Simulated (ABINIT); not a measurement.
A run of ABINIT 10.8.3 (patched build) is set up as follows.

The input run.abi:

```
# Datasets: ground state, then fixed potential
ndtset 2

# Pseudopotentials
pp_dirpath "./"
pseudos "Ru.upf, Al.upf"

# Structure
acell 3*1.0 Angstrom
rprim
    -1.5604216200     1.5604216200     4.2218055900
     1.5604216200    -1.5604216200     4.2218055900
     1.5604216200     1.5604216200    -4.2218055900
ntypat 2
znucl 44 13
natom 3
typat 1 2 2
xcart
     0.0000000000     0.0000000000     0.0000000000
     0.0000000000     0.0000000000     2.8775641986
     0.0000000000     0.0000000000     5.5660469814 Angstrom

# Plane-wave basis
ecut 1142.878222 eV

# Exchange and correlation
ixc -116133

# Bands and occupations
occopt 3
tsmear 0.00183747

# SCF cycle
nstep 100

# Output
iomode 3
prtwf 0
prteig 0
prtebands 0
enunit 1
prtden1 1
prtvha1 1
prtvclmb1 1
prtpot1 1
prtelf1 1

# Dataset 1
kptopt1 1
ngkpt1 12 12 12
nshiftk1 1
shiftk1 0.0 0.0 0.0
nband1 15
tolvrs1 1.0e-10

# Dataset 2: bands along G-X-Y-S-G-Z-S1-N-P-Y1-Z
iscf2 -2
getden2 1
nband2 21
nbdbuf2 4
tolwfr2 1.0e-11
kptopt2 -10
ndivsm2 5
prteig2 1
prtvol2 -3
kptbounds2
     0.0000000000     0.0000000000     0.0000000000
     0.0000000000     0.0000000000     0.5000000000
    -0.0683057809     0.0683057809     0.5000000000
    -0.2841528905     0.2841528905     0.2841528905
     0.0000000000     0.0000000000     0.0000000000
     0.5000000000     0.5000000000    -0.5000000000
     0.2841528905     0.7158471095    -0.2841528905
     0.0000000000     0.5000000000     0.0000000000
     0.2500000000     0.2500000000     0.2500000000
     0.5000000000     0.5000000000    -0.0683057809
     0.5000000000     0.5000000000    -0.5000000000
```

Potentials or basis: PseudoDojo NC SR PBEsol v0.4.1 standard.

Command:

```console
$ abinit run.abi > log 2>&1
```

Q: Estimate the band gap on the k mesh.

A: None (metal or under the smearing width).

Q: Estimate the pressure.

A: -0.4 GPa.

Q: What does it give for the largest force?

A: 0.031 eV/Å.

Forces on the atoms (eV/Å):
```
Ru   0.000  0.000  0.000
Al   0.000  0.000  0.031
Al   0.000  0.000 -0.031
```
